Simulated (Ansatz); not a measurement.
**SnO: one crystal by all-electron and frozen-core methods**

Does the method matter for SnO? The same cell, functional and mesh are run with full-potential LAPW, PAW with frozen cores and all-electron PAW on datasets made for the crystal.

Program: Ansatz 0.2.0. Level of theory: DFT LDA, scalar-relativistic. These are calculated values, not measurements.

## 1. The structure to begin with

It takes space group P4/nmm (No. 129, tetragonal). The conventional cell has a = 3.802 Å, b = 3.802 Å, c = 4.836 Å, α = 90.00°, β = 90.00°, γ = 90.00°. Around Sn (site symmetry 4mm) lie 4 O at 2.22 Å. O (site symmetry -4m2) has 4 Sn at 2.22 Å in its first shell of neighbours.

Coordinates:

```
Sn O
1.0
     3.80200    0.00000    0.00000
     0.00000    3.80200    0.00000
     0.00000    0.00000    4.83600
Sn O
2 2
Direct
  0.00000 0.50000 0.23850
  0.50000 0.00000 0.76150
  0.00000 0.00000 0.00000
  0.50000 0.50000 0.00000
```

Structure: COD 9008956, as refined from experiment and not relaxed.

Atoms are numbered in the order of the input: Sn1, Sn2, O3, O4.

## 2. Full-potential LAPW

File input.yaml:

```yaml
crystal:
  lattice:
    - [3.802, 0.0, 0.0]
    - [0.0, 3.802, 0.0]
    - [0.0, 0.0, 4.836]
  atoms:
    - { symbol: Sn, position: [0.0, 0.5, 0.2385] }
    - { symbol: Sn, position: [0.5, 0.0, 0.7615] }
    - { symbol: O, position: [0.0, 0.0, 0.0] }
    - { symbol: O, position: [0.5, 0.5, 0.0] }
kpoints:
  mp_grid: { grid: [6, 6, 5] }
  band_path:
    path:
      - [0.0, 0.0, 0.0]
      - [0.0, 0.5, 0.0]
      - [0.5, 0.5, 0.0]
      - [0.0, 0.0, 0.0]
      - [0.0, 0.0, 0.5]
      - [0.0, 0.5, 0.5]
      - [0.5, 0.5, 0.5]
      - [0.0, 0.0, 0.5]
      - [0.0, 0.5, 0.0]
    npoints: 14
scf:
  occupations: { method: fermi_dirac, width: 0.02 }
hamiltonian:
  xc: lda
  pseudopotentials: { kind: all_electron, lapw: { basis_error: 0.0005 } }
output:
  forces: true
  stress: true
  eigenvalues: true
  fatbands: true
  populations: true
  dos: { projected: true, de: 0.2, e_range: [-14, 8] }
```

Started as:

```console
ansatz run input.yaml --threads 1 --pin off --max-ram 4096MiB --backend cpu --events-out ev --progress --plain --runs-dir out
```

Log:

```text
Sn: projections on atomic orbitals take those of the free atom 1s2 2s2 2p6 3s2 3p6 3d10 4s2 4p6 4d10 5s2 5p2, of charge +0.00 (hamiltonian.pseudopotentials.projection_atoms)
O: projections on atomic orbitals take those of the free atom 1s2 2s2 2p4, of charge +0.00 (hamiltonian.pseudopotentials.projection_atoms)
LAPW: plane waves up to 9.886 Å⁻¹, error target 5.0e-4 eV per atom; small_component_spin mean_spin; O in spheres of 0.988 Å, 8 of its electrons in bands, Dirac shells []; Sn in spheres of 1.235 Å, 32 of its electrons in bands, Dirac shells []
Engine: ansatz 0.2.0
Pseudopotentials: kind: all_electron
Pseudopotential: Sn, LAPW, valence charge 32, Koelling and Harmon's equation, gaussian nucleus
Pseudopotential: O, LAPW, valence charge 8, Koelling and Harmon's equation, gaussian nucleus
Functional definition: SPW92
  exchange = slater_x
  correlation = pw_c
Crystal: 4 atoms, lattice volume = 69.905 Å³
Basis set: ecut = 372.3465898290042 eV, 1155 PW (Γ), exchange–correlation at level 2
Bands: 48, of which v1, the nominal top of the filled ones, is band 40 counted from 1 (39 counted from 0)
Symmetry: 16 space group operations
Space group: P4/nmm (ITA 129), of the structure as read, at distance tolerance 4.1e-5 Å
k-points: 30 of 180
Non-local potential: Sn, projectors of the file, none
Non-local potential: O, projectors of the file, none
Initial density: superposition of atomic densities (chi_scale 0.1, normalization cell, long waves kept (reshape's long-wave potential 0.24 eV rms))
Initial wavefunctions: plane waves of lowest kinetic energy (no species holds an atomic orbital)
Functional: x = slater, c = lda
iter 1 solved again at ethr=9.07e-3 eV; its pass at ethr=1.00e-1 eV (dr2=7.25e0 eV) is discarded
SCF iter   1: F=—  HF=-339966.190700 eV  |F-HF|=—  |Δ(HF+E_count)|=         —  Δρ=8.61e-2  dr2=7.25e0  ethr=9.07e-3  ⟨swp⟩=2.0  Hψ=8447  notcnv=0
preconditioner: auto → Resta (q_TF=auto, 2.790 Å⁻¹)  ε∞=2.9  [insulator: Δε(μ)=1.150 eV  Ē_g=20.362 eV  σ=0.020 eV  W_gap=1.00  n_scr=28 (ndim 8)  ℏωp=28.1 eV  f_vac=0.084  D(μ)=0.00/eV (n_scr^D=0)  ε∞_Penn≈2.9]
iter 2 solved again at ethr=6.44e-4 eV; its pass at ethr=9.07e-3 eV (dr2=5.15e-1 eV) is discarded
SCF iter   2: F=—  HF=-339963.435532 eV  |F-HF|=—  |Δ(HF+E_count)|=    2.76e0  Δρ=2.48e-2  dr2=5.15e-1  ethr=6.44e-4  ⟨swp⟩=2.0  Hψ=7390  notcnv=0
SCF iter   3: F=—  HF=-339962.678636 eV  |F-HF|=—  |Δ(HF+E_count)|=   7.57e-1  Δρ=2.07e-2  dr2=4.06e-1  ethr=6.44e-4  ⟨swp⟩=3.0  Hψ=4717  notcnv=0
SCF iter   4: F=—  HF=-339962.593089 eV  |F-HF|=—  |Δ(HF+E_count)|=         —  Δρ=5.84e-3  dr2=4.55e-2  ethr=5.08e-4  ⟨swp⟩=2.9  Hψ=4119  notcnv=0
the basis was enlarged: its passes take 592.5 KiB over the memory plan, 1 of 1 planned eigensolver slots
SCF iter   5: F=—  HF=-339962.579014 eV  |F-HF|=—  |Δ(HF+E_count)|=   1.41e-2  Δρ=3.10e-3  dr2=1.08e-2  ethr=5.69e-5  ⟨swp⟩=2.0  Hψ=4317  notcnv=0
SCF iter   6: F=—  HF=-339962.574020 eV  |F-HF|=—  |Δ(HF+E_count)|=   4.99e-3  Δρ=3.58e-4  dr2=1.24e-4  ethr=1.35e-5  ⟨swp⟩=2.5  Hψ=4327  notcnv=0
SCF iter   7: F=—  HF=-339962.573975 eV  |F-HF|=—  |Δ(HF+E_count)|=   4.44e-5  Δρ=1.66e-4  dr2=2.78e-5  ethr=1.55e-7  ⟨swp⟩=2.0  Hψ=4082  notcnv=0
SCF iter   8: F=—  HF=-339962.573967 eV  |F-HF|=—  |Δ(HF+E_count)|=   7.87e-6  Δρ=6.09e-5  dr2=3.33e-6  ethr=3.48e-8  ⟨swp⟩=2.6  Hψ=4115  notcnv=0
SCF iter   9: F=—  HF=-339962.573967 eV  |F-HF|=—  |Δ(HF+E_count)|=   8.60e-7  Δρ=2.08e-5  dr2=4.71e-7  ethr=4.16e-9  ⟨swp⟩=2.0  Hψ=4082  notcnv=0
SCF iter  10: F=-339962.573967 eV  HF=-339962.573967 eV  |F-HF|=1.82e-8  |Δ(HF+E_count)|=   4.90e-8  Δρ=3.57e-6  dr2=1.49e-8  ethr=5.89e-10  ⟨swp⟩=2.1  Hψ=4086  notcnv=0
SCF 1 converged in 10 iterations: F = -339962.573967 eV  dr2 = 1.49e-8
NSCF: frozen V_eff on 113 k-points
SCF converged after 10 iterations
Free energy (F): -339962.573967 eV
Harris-Foulkes:  -339962.573967 eV  (|F-HF|=1.82e-8)
Internal energy: -339962.573782 eV  (E = F + TS)
E sigma→0 (E₀):  -339962.573874 eV
Entropy (-TS):   -0.000184 eV (-0.046 meV/atom)
Fermi energy:    11.931738 eV
--- Per-component energies (eV) ---
  E_band       = -12541.540581
  E_kinetic    = 357223.491140
  E_xc         = -9143.035132
  E_electrostatic = -688043.029790  (all electrons and nuclei)
  E_smearing   = -0.000184  (= −TS)
  E_closure    = 0.000000  (closes the sum)
  E_atoms      = -339936.822067  (free atoms, spherical and without spin; not in F)
  Σ components = -339962.573967   (vs F -339962.573967, Δ=0.00e0)
  Basis errors (estimates in eV, not in F): energy 2.1e-4 per atom: plane waves 1.9e-4 (1.1e-4 summed), levels above the bands 4.3e-211, relativity 7.3e-9, radial functions 1.8e-5, core shells 3.0e-8; eigenvalues (radial functions only) 1.2e-6; not estimated: angular momenta, meshes, grids; target (lapw.basis_error) 5.0e-4; muffin-tin radii O 0.988 Å, Sn 1.235 Å
--- Forces (eV/Å), atoms counted from 1 ---
  atom   1  Sn     0.00000000     0.00000000    -0.25913948
  atom   2  Sn     0.00000000     0.00000000     0.25913948
  atom   3  O     -0.00000000     0.00000000    -0.00000000
  atom   4  O     -0.00000000     0.00000000    -0.00000000
  max |Σ_I F_I| component: 5.20e-18 eV/Å
--- Stress (GPa, compression-positive) ---
       -2.902927       0.000000       0.000000
        0.000000      -2.902927       0.000000
        0.000000       0.000000      -2.748175
  P = ⅓ Tr σ = -2.8513 GPa (-28.513 kbar)
--- Band table (eV; the first three rows and the last of 30) ---
  k-point 0: bands = ["-490.5801", "-490.5801", "-456.6964", "-456.6964", "-456.6911", "-456.6911", "-456.6767", "-456.6767", "-456.6767", "-456.6767", "-456.6728", "-456.6728", "-117.0167", "-117.0167", "-72.9558", "-72.9558", "-72.9553", "-72.9553", "-72.9156", "-72.9146", "-9.9156", "-9.4905", "-9.4905", "-9.4864", "-9.4345", "-9.4315", "-9.3763", "-9.3751", "-9.3576", "-9.3576", "-8.0477", "-5.2639", "4.1765", "5.2099", "5.6409", "5.6409", "8.4735", "8.7852", "8.7852", "11.8866", "14.0194", "16.1863", "16.5874", "16.5874", "17.5301", "17.5301", "18.6576", "19.0845"]
  k-point 1: bands = ["-490.5801", "-490.5801", "-456.6964", "-456.6964", "-456.6911", "-456.6911", "-456.6767", "-456.6767", "-456.6767", "-456.6767", "-456.6728", "-456.6728", "-117.0167", "-117.0167", "-72.9558", "-72.9558", "-72.9554", "-72.9554", "-72.9155", "-72.9147", "-9.9096", "-9.4924", "-9.4814", "-9.4814", "-9.4299", "-9.4260", "-9.3810", "-9.3802", "-9.3679", "-9.3679", "-8.0336", "-5.2642", "3.3641", "5.6808", "5.6808", "6.4251", "8.4495", "8.7796", "8.7796", "11.5324", "13.6029", "15.6485", "15.6485", "16.2373", "18.6610", "18.6862", "18.6862", "19.3786"]
  k-point 2: bands = ["-490.5801", "-490.5801", "-456.6964", "-456.6964", "-456.6911", "-456.6911", "-456.6767", "-456.6767", "-456.6767", "-456.6767", "-456.6728", "-456.6728", "-117.0167", "-117.0167", "-72.9557", "-72.9557", "-72.9554", "-72.9554", "-72.9153", "-72.9149", "-9.8995", "-9.5026", "-9.4614", "-9.4614", "-9.4195", "-9.4119", "-9.3936", "-9.3914", "-9.3898", "-9.3898", "-8.0107", "-5.2646", "2.7313", "5.7475", "5.7475", "8.1891", "8.4112", "8.7692", "8.7692", "10.2592", "13.4742", "14.9154", "14.9154", "15.6947", "19.5541", "19.8132", "19.8132", "19.9583"]
  k-point 29: bands = ["-490.5801", "-490.5801", "-456.6964", "-456.6964", "-456.6911", "-456.6911", "-456.6767", "-456.6767", "-456.6767", "-456.6767", "-456.6728", "-456.6728", "-117.0167", "-117.0167", "-72.9560", "-72.9560", "-72.9556", "-72.9556", "-72.9151", "-72.9151", "-9.8358", "-9.8358", "-9.4468", "-9.4468", "-9.4191", "-9.4191", "-9.3877", "-9.3877", "-9.3514", "-9.3514", "-6.2010", "-6.2010", "2.8444", "2.8444", "6.3423", "6.3423", "9.2604", "9.2604", "9.4590", "9.4590", "13.8715", "13.8715", "16.3767", "16.3767", "17.3952", "17.3952", "21.5582", "21.5582"]
--- Löwdin populations: 4 sites ---
  site symbol       q [e]
     0     Sn     49.2403
     1     Sn     49.2403
     2      O      8.6954
     3      O      8.6954
  spilling = 0.001108 (of n_electrons = 116.000000)
```

It took 2.1 min on 1 thread of Arm Neoverse V2, shared host; peak memory 0.52 GiB.

Read from it: pressure -2.85 GPa; gap 0.09 eV, indirect from M–Γ to M; largest force 0.259 eV/Å.

At the corners of the path (eV, zero at the valence-band top):

| point | band 37 | band 38 | band 39 | band 40 | band 41 | band 42 | band 43 |
| --- | --- | --- | --- | --- | --- | --- | --- |
| Γ | -3.43 | -3.12 | -3.12 | -0.01 | 2.12 | 4.29 | 4.69 |
| X | -4.81 | -4.81 | -2.69 | -2.69 | 3.16 | 3.16 | 5.88 |
| M | -2.44 | -2.44 | -1.90 | -1.90 | 0.09 | 0.09 | 4.42 |
| Γ | -3.43 | -3.12 | -3.12 | -0.01 | 2.12 | 4.29 | 4.69 |
| Z | -3.13 | -3.13 | -3.13 | -2.18 | 1.59 | 2.92 | 2.92 |
| R | -4.78 | -4.78 | -1.72 | -1.72 | 2.58 | 2.58 | 5.39 |
| A | -2.71 | -2.71 | -2.44 | -2.44 | 2.38 | 2.38 | 4.02 |
| Z | -3.13 | -3.13 | -3.13 | -2.18 | 1.59 | 2.92 | 2.92 |
| X | -4.81 | -4.81 | -2.69 | -2.69 | 3.16 | 3.16 | 5.88 |

States per cell, counted by energy window (eV from the valence-band top, on a grid of 0.20 eV):

| from | to | total | O 2p | Sn 5p | Sn 5s |
| --- | --- | --- | --- | --- | --- |
| -10 | -9 | 0.01 | 0.01 | 0.00 | 0.01 |
| -9 | -8 | 2.11 | 0.98 | 0.10 | 0.98 |
| -8 | -7 | 1.10 | 0.49 | 0.06 | 0.48 |
| -7 | -6 | 1.30 | 0.72 | 0.28 | 0.23 |
| -6 | -5 | 2.97 | 2.06 | 0.66 | 0.16 |
| -5 | -4 | 1.72 | 1.35 | 0.27 | 0.04 |
| -4 | -3 | 2.44 | 1.95 | 0.35 | 0.07 |
| -3 | -2 | 2.61 | 1.58 | 0.56 | 0.42 |
| -2 | -1 | 1.32 | 0.48 | 0.37 | 0.45 |
| -1 | 0 | 0.42 | 0.16 | 0.07 | 0.17 |
| 0 | 1 | 0.05 | 0.00 | 0.04 | 0.00 |
| 1 | 2 | 0.83 | 0.10 | 0.54 | 0.06 |
| 2 | 3 | 2.42 | 0.42 | 1.41 | 0.29 |
| 3 | 4 | 1.39 | 0.24 | 0.84 | 0.19 |
| 4 | 5 | 1.81 | 0.27 | 1.14 | 0.10 |

(Part 1 of 2 ends here.)
